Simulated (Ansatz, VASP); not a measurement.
## One calculation of BiTe, two programs

Contents of run.py:

```python
from ase.calculators.vasp import Vasp
from ase.dft.dos import DOS
from ase.io import read

atoms = read('BiTe.xyz')
calc = Vasp(
    directory='calc',
    xc='pbesol',
    pp='PBE',
    setups='minimal',
    prec='Accurate',
    encut=500,
    ediff=1e-06,
    ismear=-1,
    sigma=0.02,
    lreal=False,
    lasph=True,
    nelm=60,
    algo='Fast',
    isif=2,
    lwave=False,
    lcharg=False,
    lnoncollinear=True,
    lorbit=11,
    lsorbit=True,
    gga_compat=False,
    ivdw=13,
    kpts=[5, 5, 5],
    gamma=True,
)
atoms.calc = calc

print('energy (eV):', atoms.get_potential_energy())
print('free energy (eV):', atoms.get_potential_energy(force_consistent=True))
print('forces (eV/A):')
print(atoms.get_forces())
print('stress (eV/A^3, Voigt):', atoms.get_stress())
print('Fermi level (eV):', calc.get_fermi_level())
dos = DOS(calc, width=0.2, window=(-10, 10), npts=301)
print('E - E_F (eV), DOS (1/eV)')
for e, g in zip(dos.get_energies(), dos.get_dos()):
    print(f'{e:8.3f} {g:10.4f}')
```

BiTe.xyz

```xyz
2
Lattice="2.4227077728 1.3987509848 3.3172919545 -2.4227077728 1.3987509848 3.3172919545 0.0000000000 -2.7975019696 3.3172919545" Properties=species:S:1:pos:R:3 pbc="T T T"
Bi     0.0000000000      0.0000000000      4.9759379318
Te     0.0000000000      0.0000000000      0.0000000000
```

File input.yaml:

```yaml
crystal:
  lattice:
    - [2.4227077728, 1.3987509848, 3.3172919545]
    - [-2.4227077728, 1.3987509848, 3.3172919545]
    - [0.0, -2.7975019696, 3.3172919545]
  atoms:
    - { symbol: Bi, position: [0.5, 0.5, 0.5] }
    - { symbol: Te, position: [0.0, 0.0, 0.0] }
hamiltonian:
  xc: pbesol
  pseudopotentials: { kind: paw_fr }
  dispersion: d4
magnetization:
  noncollinear: true
  spin_orbit: true
kpoints:
  mp_grid: { grid: [5, 5, 5] }
scf:
  occupations: { method: fermi_dirac, width: 0.02 }
  n_extra_bands: 6
output:
  forces: true
  stress: true
  eigenvalues: true
  dos: { projected: false, de: 0.05, nscf_kmesh: { grid: [8, 8, 8] } }
```

The cell comes from a database or a generator and needn't be the stable form of this composition.

Alike in both runs: task density of states; functional PBEsol; dispersion D4; k mesh 5 × 5 × 5; occupations fermi-dirac, width 0.02 eV; spin-orbit coupling, no magnetisation.

|  | VASP | Ansatz |
| --- | --- | --- |
| version | VASP 6.6.1 | Ansatz 0.2.0 |
| potentials or method | VASP PAW PBE potentials, release 64 (Bi, Te) | Ansatz PAW |
| plane-wave cutoff (eV) | 500 | 420 |
| valence electrons in the cell | 11 | 31 |

Ansatz gave:

| Property | Result |
| --- | --- |
| gap on the k mesh at the Fermi level (eV) | none |
| pressure (GPa) | -2.5 |
| largest component of the traceless stress (GPa) | 0.27 |
| dispersion energy (meV/atom) | -285.3 |

Problem. Which values does VASP return?

Solution. gap on the k mesh at the Fermi level (eV): none; pressure (GPa): -2.7; largest component of the traceless stress (GPa): 0.14; dispersion energy (meV/atom): -285.0.

A gap of «none» marks a metal or a gap that the smearing closes. The two sets of potentials don't hold the same shells in valence.

Caveats: the PAW data sets were made with another functional, which shifts forces and pressure a little (VASP); pairwise dispersion overbinds metals, which lowers pressure and volume (Ansatz); the PAW data sets come from PBE, with cores solved anew for the run's functional, which leaves a small shift of forces and pressure (Ansatz); the density of states is complete only up to the lowest level of the last band computed (Ansatz).
